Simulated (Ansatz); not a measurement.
# AlNi: the cost of one run

Program: Ansatz 0.2.0. Level of theory: DFT PBEsol, scalar-relativistic, plane waves, PAW. These are calculated values, not measurements.

1 further run of the same task is left out (set aside as unsound or not needed).

### Step 1. Starting point

The structure is tetragonal, space group P4/mmm (No. 123). The conventional cell has a = 2.859 Å, b = 2.859 Å, c = 2.869 Å, α = 90.00°, β = 90.00°, γ = 90.00°. Al (site symmetry 4/mmm) is surrounded by 8 Ni at 2.48 Å. Ni (site symmetry 4/mmm) is surrounded by 8 Al at 2.48 Å.

Coordinates:

```cif
data_structure
_symmetry_space_group_name_H-M 'P 1'
_symmetry_Int_Tables_number 1
_cell_length_a 2.8586
_cell_length_b 2.8586
_cell_length_c 2.8694
_cell_angle_alpha 90.000
_cell_angle_beta 90.000
_cell_angle_gamma 90.001
_cell_volume 23.45
loop_
_atom_site_label
_atom_site_type_symbol
_atom_site_fract_x
_atom_site_fract_y
_atom_site_fract_z
_atom_site_occupancy
Al1 Al 0.00000 0.00000 0.00000 1
Ni1 Ni 0.50000 0.50000 0.50000 1
```

It goes back to an entry of the Materials Project, which need not be the stable form.

This cell was relaxed beforehand with the same method: volume 11.72 Å³/atom, gap on the mesh none (metal).

### Step 2. The reference cell

Reference values: F = -6330.8676 eV; pressure 0.02 GPa; largest force 0.000 eV/Å; gap on the mesh none (metal). It was computed beforehand with the settings of the runs below.

### Step 3. Setting up a strain scan

The cell is strained by ε times the Voigt pattern (1, 1, 0, 0, 0, 0) (xx, yy, zz, yz, xz, xy; engineering shear), with fractional coordinates fixed (clamped ions). The stress on the pattern is the sum of the stress components weighted by it, tension positive.

### Step 4. ε = -0.0200

File input.yaml:

```yaml
crystal:
  lattice:
    - [1.9809015255, -1.9809227926, 0.0]
    - [1.9809015255, 1.9809227926, 0.0]
    - [0.0, 0.0, 2.8694088111]
  atoms:
    - { symbol: Al, position: [0.0, 0.0, 0.0] }
    - { symbol: Ni, position: [0.5, 0.5, 0.5] }
basis:
  ecutwfc: 420
kpoints:
  mp_grid: { grid: [20, 20, 20] }
hamiltonian:
  xc: pbesol
scf:
  occupations: { method: gaussian, width: 0.15 }
output:
  forces: true
  stress: true
  eigenvalues: true
```

Launch:

```bash
ansatz run input.yaml --threads 1 --pin off --max-ram 2560MiB --backend cpu --events-out ev --progress --plain --runs-dir out
```

What time and memory should one allow on 1 thread of Intel Xeon 6975P-C (Granite Rapids), shared host?

About 9.7 s, with a peak of 0.69 GiB.
